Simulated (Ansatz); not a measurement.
Wanted: the native input for an Ansatz 0.2.0 run.

- Task: band structure
- Functional: PBEsol
- Potentials or basis: all-electron LAPW, scalar-relativistic
- Cutoff: 480 eV (chosen from the basis error)
- Basis error allowed: 0.002 eV/atom
- k mesh: 12 × 12 × 4
- Occupations: fermi-dirac, width 0.05 eV
- Spin: no spin polarisation

The system is BN.

```
N B
1.0
     2.49824    0.00000    0.00000
    -1.24912    2.16354    0.00000
     0.00000    0.00000    6.63570
N B
2 2
Direct
  0.66667 0.33333 0.25000
  0.33333 0.66667 0.75000
  0.66667 0.33333 0.75000
  0.33333 0.66667 0.25000
```

The input as run:

input.yaml

```yaml
crystal:
  lattice:
    - [2.49824, 0.0, 0.0]
    - [-1.24912, 2.1635393048, 0.0]
    - [0.0, 0.0, 6.6357]
  atoms:
    - { symbol: "N", position: [0.6666666667, 0.3333333333, 0.25] }
    - { symbol: "N", position: [0.3333333333, 0.6666666667, 0.75] }
    - { symbol: B, position: [0.6666666667, 0.3333333333, 0.75] }
    - { symbol: B, position: [0.3333333333, 0.6666666667, 0.25] }
kpoints:
  mp_grid: { grid: [12, 12, 4] }
  band_path:
    path:
      - [0.0, 0.0, 0.0]
      - [0.5, 0.0, 0.0]
      - [0.3333333333, 0.3333333333, 0.0]
      - [0.0, 0.0, 0.0]
      - [0.0, 0.0, 0.5]
      - [0.5, 0.0, 0.5]
      - [0.3333333333, 0.3333333333, 0.5]
      - [0.0, 0.0, 0.5]
    npoints: 8
scf:
  occupations: { method: fermi_dirac, width: 0.05 }
hamiltonian:
  xc: pbesol
  pseudopotentials: { kind: all_electron, lapw: { basis_error: 0.002 } }
output:
  forces: true
  stress: true
  eigenvalues: true
```

Potentials or basis: all-electron LAPW, scalar-relativistic.

Run with:

```sh
$ ansatz run input.yaml --threads 2 --pin off --max-ram 8192MiB --backend cpu --events-out ev --progress --plain --runs-dir out
```

It gave:

| Item | Value |
| --- | --- |
| Pressure | 2.1 GPa |
| Band gap on the k mesh | 4.18 eV, indirect (least direct gap 4.60 eV) |
| Band gap along the path | 4.16 eV, indirect (least direct gap 4.60 eV) |

Caveat: this functional lacks dispersion, which binds the layers, so the pressure and a relaxed spacing across them are unreliable.

Wall time 11 s on 2 threads of Arm Neoverse V2 (shared host), peak memory 0.39 GiB.
